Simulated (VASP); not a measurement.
# TiSe2 in VASP: notebook

The runs below take TiSe2 through relaxation of cell and atoms, with PBE+D3(BJ).

The COD entry that gives the cell may itself be a prediction, so a difference from it is no test against experiment.

Program: VASP 6.6.1. These are calculated values, not measurements. Logs are shortened: lines on timing, memory, paths and dates and some standing lists are left out, and cuts for length are marked.

### Step 1. Starting point

The cell holds a slab with vacuum, 9 atoms: a = 3.536 Å, b = 3.536 Å, c = 33.072 Å, α = 90.00°, β = 90.00°, γ = 120.00°.

### Step 2. Relaxation of cell and atoms, PBE+D3(BJ)

Contents of INCAR:

```
SYSTEM = TiSe2
ALGO = Normal
EDIFF = 1E-6
EDIFFG = -0.01
ENCUT = 600
GGA = PE
IBRION = 2
ISIF = 3
ISMEAR = 0
IVDW = 12
KPAR = 4
LASPH = .True.
LATTICE_CONSTRAINTS = .TRUE. .TRUE. .FALSE.
LCHARG = .False.
LREAL = .False.
LWAVE = .False.
NELM = 80
NSW = 90
PREC = Accurate
SIGMA = 0.03
```

Contents of KPOINTS:

```
k-points
0
Gamma
  12 12 1
  0 0 0
```

Contents of POSCAR:

```
TiSe2
1.0
    3.5360000000      0.0000000000      0.0000000000
   -1.7680000000      3.0622658300      0.0000000000
    0.0000000000      0.0000000000     33.0724416000
Se Ti
6 3
Direct
    0.6666666700      0.3333333300      0.2721298900
    0.3333333300      0.6666666700      0.3647883600
    0.6666666700      0.3333333300      0.4536707700
    0.3333333300      0.6666666700      0.5463292300
    0.6666666700      0.3333333300      0.6352116400
    0.3333333300      0.6666666700      0.7278701100
    0.0000000000      0.0000000000      0.3184591200
    0.0000000000      0.0000000000      0.5000000000
    0.0000000000      0.0000000000      0.6815408800
```

Potentials or basis: VASP PAW PBE potentials, release 64 (Se, Ti_sv).

On the command line:

```
> cat potpaw_PBE.64/Se/POTCAR potpaw_PBE.64/Ti_sv/POTCAR > POTCAR
> mpirun -np 4 vasp_std > vasp.out
```

OUTCAR:

```text
SYSTEM = TiSe2
   EDIFF = 1E-6
   EDIFFG = -0.01
   ENCUT = 600
   GGA = PE
   IBRION = 2
   ISIF = 3
   ISMEAR = 0
   IVDW = 12
   LASPH = .True.
   LREAL = .False.
   NELM = 80
   NSW = 90
   PREC = Accurate
 IVDW          = 12

 ion  position               nearest neighbor table
   1  0.667  0.333  0.272-   7 2.55   7 2.55   7 2.55
   2  0.333  0.667  0.365-   7 2.55   7 2.55   7 2.55
   3  0.667  0.333  0.454-   8 2.55   8 2.55   8 2.55
   4  0.333  0.667  0.546-   8 2.55   8 2.55   8 2.55
   5  0.667  0.333  0.635-   9 2.55   9 2.55   9 2.55
   6  0.333  0.667  0.728-   9 2.55   9 2.55   9 2.55
   7  0.000  0.000  0.318-   1 2.55   1 2.55   1 2.55   2 2.55   2 2.55   2 2.55
   8  0.000  0.000  0.500-   3 2.55   4 2.55   3 2.55   4 2.55   3 2.55   4 2.55
   9  0.000  0.000  0.682-   6 2.55   6 2.55   6 2.55   5 2.55   5 2.55   5 2.55

  LATTYP: Found a hexagonal cell.
 ALAT       =     3.5360000000
 C/A-ratio  =     9.3530660633

  Lattice vectors:

 A1 = (   3.5360000000,   0.0000000000,   0.0000000000)
 A2 = (  -1.7680000000,   3.0622658300,   0.0000000000)
 A3 = (   0.0000000000,   0.0000000000,  33.0724416000)

Analysis of symmetry for initial positions (statically):
=====================================================================
 Subroutine PRICEL returns:
 Original cell was already a primitive cell.

 Routine SETGRP: Setting up the symmetry group for a
 hexagonal supercell.

 Subroutine GETGRP returns: Found 12 space group operations
 (whereof 12 operations were pure point group operations)
 out of a pool of 24 trial point group operations.

The static configuration has the point symmetry D_3d.

Analysis of symmetry for dynamics (positions and initial velocities):
=====================================================================
 Subroutine PRICEL returns:
 Original cell was already a primitive cell.

 Routine SETGRP: Setting up the symmetry group for a
 hexagonal supercell.

 Subroutine GETGRP returns: Found 12 space group operations
 (whereof 12 operations were pure point group operations)
 out of a pool of 24 trial point group operations.

The dynamic configuration has the point symmetry D_3d.

 Subroutine INISYM returns: Found 12 space group operations
 (whereof 12 operations are pure point group operations),
 and found     1 'primitive' translations

----------------------------------------------------------------------------------------

                                     Primitive cell

  volume of cell :     358.1141

  direct lattice vectors                    reciprocal lattice vectors
     3.536000000  0.000000000  0.000000000     0.282805430  0.163277791  0.000000000
    -1.768000000  3.062265830  0.000000000     0.000000000  0.326555582  0.000000000
     0.000000000  0.000000000 33.072441600     0.000000000  0.000000000  0.030236655

  length of vectors
     3.536000000  3.536000002 33.072441600     0.326555582  0.326555582  0.030236655

  position of ions in fractional coordinates (direct lattice)
     0.666666670  0.333333330  0.272129890
     0.333333330  0.666666670  0.364788360
     0.666666670  0.333333330  0.453670770
     0.333333330  0.666666670  0.546329230
     0.666666670  0.333333330  0.635211640
     0.333333330  0.666666670  0.727870110
     0.000000000  0.000000000  0.318459120
     0.000000000  0.000000000  0.500000000
     0.000000000  0.000000000  0.681540880

  ion indices of the primitive-cell ions
   primitive index   ion index
                 1           1
                 2           2
                 3           3
                 4           4
                 5           5
                 6           6
                 7           7
                 8           8
                 9           9

----------------------------------------------------------------------------------------

 KPOINTS: k-points

Automatic generation of k-mesh.
 Grid dimensions read from file:
 generate k-points for:   12   12    1

 Generating k-lattice:

  Cartesian coordinates                     Fractional coordinates (reciprocal lattice)
     0.023567119  0.013606483  0.000000000     0.083333333  0.000000000  0.000000000
     0.000000000  0.027212965  0.000000000     0.000000000  0.083333333  0.000000000
     0.000000000  0.000000000  0.030236655     0.000000000  0.000000000  1.000000000

  Length of vectors
     0.027212965  0.027212965  0.030236655

  Shift w.r.t. Gamma in fractional coordinates (k-lattice)
     0.000000000  0.000000000  0.000000000

 Subroutine IBZKPT returns following result:
 ===========================================

 Found     19 irreducible k-points:

 Following reciprocal coordinates:
            Coordinates               Weight
  0.000000  0.000000  0.000000      1.000000
  0.083333 -0.000000  0.000000      6.000000
  0.166667  0.000000  0.000000      6.000000
  0.250000 -0.000000  0.000000      6.000000
  0.333333  0.000000  0.000000      6.000000
  0.416667 -0.000000  0.000000      6.000000
[... 11 lines left out ...]
  0.333333  0.250000  0.000000     12.000000
  0.333333  0.333333  0.000000      2.000000
   k-points           NKPTS =     19   k-points in BZ     NKDIM =     19   number of bands    NBANDS=     43
   number of dos      NEDOS =    301   number of ions     NIONS =      9
   total plane-waves  NPLWV = 211680
   dimension x,y,z NGX =    28 NGY =   28 NGZ =  270
   dimension x,y,z NGXF=    56 NGYF=   56 NGZF=  540
   ions per type =               6   3
   NGX,Y,Z   is equivalent  to a cutoff of  13.16, 13.16, 13.57 a.u.
   NGXF,Y,Z  is equivalent  to a cutoff of  26.33, 26.33, 27.14 a.u.
 SYSTEM =  TiSe2
   PREC   = accura    normal or accurate (medium, high low for compatibility)
   ISTART =      0    job   : 0-new  1-cont  2-samecut
   ICHARG =      2    charge: 1-file 2-atom 10-const
   ISPIN  =      1    spin polarized calculation?
   LNONCOLLINEAR =      F non collinear calculations
   LSORBIT =      F    spin-orbit coupling
   LASPH  =      T    aspherical Exc in radial PAW
   ENCUT  =  600.0 eV  44.10 Ry    6.64 a.u.   7.06  7.06 66.05*2*pi/ulx,y,z
   NELM   =     80;   NELMIN=  2; NELMDL= -5     # of ELM steps
   EDIFF  = 0.1E-05   stopping-criterion for ELM
   LREAL  =      F    real-space projection
   EDIFFG = -.1E-01   stopping-criterion for IOM
   NSW    =     90    number of steps for IOM
   IBRION =      2    ionic relax: 0-MD 1-quasi-New 2-CG
   NFREE  =      1    steps in history (QN), initial steepest desc. (CG)
   ISIF   =      3    stress and relaxation
   ISYM   =      2    0-nonsym 1-usesym 2-fastsym
   POTIM  = 0.5000    time-step for ionic-motion
   TEBEG  =    0.0;   TEEND  =   0.0 temperature during run
   PSTRESS=    0.0 pullay stress
   NELECT =      72.0000    total number of electrons
   NUPDOWN=      -1.0000    fix difference up-down
   EMIN   =  10.00;   EMAX   =-10.00  energy-range for DOS
   EFERMI =   0.00;   METHOD = LEGACY
   ISMEAR =     0;   SIGMA  =   0.03  broadening in eV -4-tet -1-fermi 0-gaus
   EFERMI_NEDOS =   21; number of points for ismear=-14 and -15
   IALGO  =     38    algorithm
   IMIX   =      4    mixing-type and parameters
     AMIX     =   0.40;   BMIX     =  1.00
     AMIX_MAG =   1.60;   BMIX_MAG =  1.00
  volume/ion in A,a.u.               =      39.79       268.52
  Fermi-wavevector in a.u.,A,eV,Ry     =   0.959059  1.812358 12.514552  0.919794
  Thomas-Fermi vector in A             =   2.088221
   LORBIT       =      0    0 simple, 1 ext, 2 COOP (PROOUT), +10 PAW based schemes
   GGA     = PE    functional components
   LHFCALC =     F    Hartree Fock is set to
   AEXX    =    0.0000 exact exchange contribution
   IVDW    =    12    specifies the selected vdW correction
   LEPSILON=     F    determine dielectric tensor
   LRPA    =     F    only Hartree local field effects (RPA)
 conjugate gradient relaxation of ions
 non-spin polarized calculation
 Gauss-broadening in eV      SIGMA  =   0.03
  energy-cutoff  :      600.00
  volume of cell :      358.11
 maximum number of plane-waves:     11996
   NGX = 15   NGY = 15   NGZ =133

--------------------------------------- Ionic step        1  -------------------------------------------

 number of electron      72.0000000 magnetization

 Free energy of the ion-electron system (eV)
  ---------------------------------------------------
  ext. energy  EPLUGINS =         0.00000000
  ---------------------------------------------------
  free energy    TOTEN  =       -54.54240994 eV

  energy without entropy =      -54.54123596  energy(sigma->0) =      -54.54182295

------------------------ aborting loop because EDIFF is reached ----------------------------------------

 Edisp (eV)   -3.43655

 E8    (eV) :    -1.5233

  FORCE on cell =-STRESS in cart. coord.  units (eV):
  Direction    XX          YY          ZZ          XY          YZ          ZX
  --------------------------------------------------------------------------------------
  -------------------------------------------------------------------------------------
  Total      -2.10038    -2.10038    -0.12254     0.00000    -0.00000     0.00000
  in kB      -9.39697    -9.39697    -0.54822     0.00000    -0.00000     0.00000
  external pressure =       -6.45 kB  Pullay stress =        0.00 kB
[... 118 lines left out ...]
  FREE ENERGIE OF THE ION-ELECTRON SYSTEM (eV)
  ---------------------------------------------------
  free  energy   TOTEN  =       -58.0063334538 eV

  energy  without entropy=      -58.0049783459  energy(sigma->0) =      -58.00565590

[... ionic steps 4 to 23 ...]

--------------------------------------- Ionic step       24  -------------------------------------------

 number of electron      72.0000012 magnetization

------------------------ aborting loop because EDIFF is reached ----------------------------------------

 Edisp (eV)   -3.58446

 E8    (eV) :    -1.5880
[... 83 lines left out ...]
  energy  without entropy=      -58.0283146815  energy(sigma->0) =      -58.02935312

--------------------------------------- Ionic step       26  -------------------------------------------

 number of electron      72.0000011 magnetization

 Free energy of the ion-electron system (eV)
  ---------------------------------------------------
  ext. energy  EPLUGINS =         0.00000000
  ---------------------------------------------------
  free energy    TOTEN  =       -54.44765803 eV

  energy without entropy =      -54.44557935  energy(sigma->0) =      -54.44661869

 E-fermi :   0.3483     XC(G=0):  -5.8679

 val. band max:        0.3134553729   @ k =   0.5000  -0.0000   0.0000
 cond. band min:       0.3552232489   @ k =   0.0833  -0.0000   0.0000
 fundamental gap:      0.0417678760
 Fermi energy:         0.3482551048

 k-point     1 :       0.0000    0.0000    0.0000
  band No.  band energies     occupation
      1     -57.1761      2.00000
      2     -57.1761      2.00000
      3     -57.1698      2.00000
      4     -33.4054      2.00000
      5     -33.4054      2.00000
      6     -33.4049      2.00000
[... 903 lines left out ...]
  FREE ENERGIE OF THE ION-ELECTRON SYSTEM (eV)
  ---------------------------------------------------
  free  energy   TOTEN  =       -58.0304344169 eV

  energy  without entropy=      -58.0283557363  energy(sigma->0) =      -58.02939508

 reached required accuracy - stopping structural energy minimisation
```

Wall time 30 min (4 MPI ranks of Intel Xeon 6975P-C (Granite Rapids), shared host); peak memory 0.73 GiB.

What came out:

* Free energy: -58.0304 eV
* Relaxed volume: 38.53 Å³/atom
* Relaxed cell: a = 3.479 Å, b = 3.479 Å, c = 33.072 Å, α = 90.00°, β = 90.00°, γ = 120.00°
* Space group after relaxing (to 0.05 Å): P-3m1 (No. 164)
* Energy gained by relaxing: 5.7 meV/atom
* Ionic steps: 26
* Largest force after relaxing: 0.009 eV/Å
* Band gap on the k mesh: none (metal or under the smearing width)
* Dispersion energy per atom: -0.398 eV

Forces on the atoms (eV/Å):
```
Se   0.000  0.000 -0.004
Se   0.000  0.000  0.009
Se   0.000  0.000  0.001
Se   0.000  0.000 -0.001
Se   0.000  0.000 -0.009
Se   0.000  0.000  0.004
Ti   0.000  0.000 -0.002
Ti   0.000  0.000  0.000
Ti   0.000  0.000  0.002
```

Step by step:
```csv
step,energy change (eV),largest force (eV/Å),pressure (GPa),volume (Å³)
1,0.0000,0.1250,-0.64,358.11
2,-0.0273,0.2513,0.25,350.10
3,-0.0274,0.2596,0.28,349.76
4,-0.0412,0.1715,0.09,348.19
5,-0.0471,0.0660,-0.17,346.01
6,-0.0472,0.0641,-0.13,346.28
7,-0.0479,0.0253,-0.09,345.58
8,-0.0479,0.0238,-0.08,345.59
9,-0.0479,0.0210,-0.08,345.61
10,-0.0480,0.0182,-0.08,345.66
11,-0.0482,0.0313,-0.10,345.79
12,-0.0482,0.0291,-0.09,345.77
13,-0.0485,0.0260,-0.07,345.72
14,-0.0489,0.0322,-0.03,345.62
15,-0.0494,0.0449,0.05,345.42
16,-0.0494,0.0703,0.20,345.02
17,-0.0496,0.0578,0.12,345.22
18,-0.0496,0.0567,0.12,345.24
19,-0.0497,0.0545,0.13,345.29
20,-0.0499,0.0511,0.11,345.39
21,-0.0503,0.0437,0.10,345.58
22,-0.0509,0.0339,0.07,345.97
23,-0.0514,0.0284,0.02,346.75
24,-0.0514,0.0288,0.02,346.70
25,-0.0514,0.0214,0.00,346.71
26,-0.0515,0.0093,-0.02,346.73
```

Final structure:
```yaml
crystal:
  lattice:
    - [3.47933, 0.00000, 0.00000]
    - [-1.73967, 3.01319, 0.00000]
    - [0.00000, 0.00000, 33.07244]
  atoms:
    - { symbol: Se, position: [0.66667, 0.33333, 0.27353] }
    - { symbol: Se, position: [0.33333, 0.66667, 0.36811] }
    - { symbol: Se, position: [0.66667, 0.33333, 0.45289] }
    - { symbol: Se, position: [0.33333, 0.66667, 0.54711] }
    - { symbol: Se, position: [0.66667, 0.33333, 0.63189] }
    - { symbol: Se, position: [0.33333, 0.66667, 0.72647] }
    - { symbol: Ti, position: [0.00000, 0.00000, 0.32115] }
    - { symbol: Ti, position: [0.00000, 0.00000, 0.50000] }
    - { symbol: Ti, position: [0.00000, 0.00000, 0.67885] }
```

Levels at points of the mesh, in eV from the Fermi level:
```
           k point  band 33  band 34  band 35  band 36  band 37  band 38  band 39  band 40
(0.00, 0.00, 0.00)     0.51     0.51     0.53     0.53     0.54     0.54     0.58     0.58
(0.50, 0.00, 0.00)    -1.38    -1.21    -1.00    -0.86    -0.17    -0.03     0.04     1.49
```

### Step 3. Relaxation of cell and atoms, PBE+D3(BJ)

This run uses another cell than the first one, of 38.53 Å³/atom, 0.968 times its volume.

INCAR: that of step 2 with these lines changed.

```diff
@@ -2,4 +2,4 @@
 ALGO = Normal
-EDIFF = 1E-6
-EDIFFG = -0.01
+EDIFF = 1E-7
+EDIFFG = -0.005
 ENCUT = 600
```

KPOINTS is that of step 2.

Contents of POSCAR:

```
TiSe2                                   
1.0
    3.4793311702      0.0000000000      0.0000000000
   -1.7396655851      3.0131891837      0.0000000000
    0.0000000000      0.0000000000     33.0724416000
  Se              Ti            
     6     3
Direct
     0.6666666699999979    0.3333333300000021    0.2735328330491691
     0.3333333300000021    0.6666666699999979    0.3681109004304187
     0.6666666699999979    0.3333333300000021    0.4528939898592469
     0.3333333300000021    0.6666666699999979    0.5471060101407531
     0.6666666699999979    0.3333333300000021    0.6318890995695815
     0.3333333300000021    0.6666666699999979    0.7264671669508308
     0.0000000000000000    0.0000000000000000    0.3211491425516588
     0.0000000000000000    0.0000000000000000    0.5000000000000000
     0.0000000000000000    0.0000000000000000    0.6788508574483411
```

Potentials or basis: VASP PAW PBE potentials, release 64 (Se, Ti_sv).

On the command line:

```
> cat potpaw_PBE.64/Se/POTCAR potpaw_PBE.64/Ti_sv/POTCAR > POTCAR
> mpirun -np 4 vasp_std > vasp.out
```

Run time: 6.8 min. Hardware: 4 MPI ranks of Intel Xeon 6975P-C (Granite Rapids), shared host; peak memory 0.72 GiB.

The run converged. Its results:

```
Free energy                            : -58.0295 eV
Relaxed volume                         : 38.49 Å³/atom
Relaxed cell                           : a = 3.478 Å, b = 3.478 Å, c = 33.072 Å, α = 90.00°, β = 90.00°, γ = 120.00°
Space group after relaxing (to 0.05 Å) : P-3m1 (No. 164)
Energy gained by relaxing              : 0.0 meV/atom
Ionic steps                            : 4
Largest force after relaxing           : 0.004 eV/Å
Band gap on the k mesh                 : none (metal or under the smearing width)
Dispersion energy per atom             : -0.398 eV
```

Forces in eV/Å, atoms in the order of the input:
```
Se   0.000  0.000 -0.002
Se   0.000  0.000  0.001
Se   0.000  0.000 -0.003
Se   0.000  0.000  0.003
Se   0.000  0.000 -0.001
Se   0.000  0.000  0.002
Ti   0.000  0.000  0.004
Ti   0.000  0.000  0.000
Ti   0.000  0.000 -0.004
```

Final structure:
```
Se Ti
1.0
     3.47790    0.00000    0.00000
    -1.73895    3.01195    0.00000
     0.00000    0.00000   33.07244
Se Ti
6 3
Direct
  0.66667 0.33333 0.27351
  0.33333 0.66667 0.36816
  0.66667 0.33333 0.45289
  0.33333 0.66667 0.54711
  0.66667 0.33333 0.63184
  0.33333 0.66667 0.72649
  0.00000 0.00000 0.32115
  0.00000 0.00000 0.50000
  0.00000 0.00000 0.67885
```

Levels at points of the mesh, in eV from the Fermi level:
| k point | band 34 | band 35 | band 36 | band 37 | band 38 | band 39 |
| --- | --- | --- | --- | --- | --- | --- |
| (0.00, 0.00, 0.00) | 0.52 | 0.54 | 0.54 | 0.54 | 0.54 | 0.58 |
| (0.50, 0.00, 0.00) | -1.21 | -0.99 | -0.85 | -0.17 | -0.04 | 0.04 |
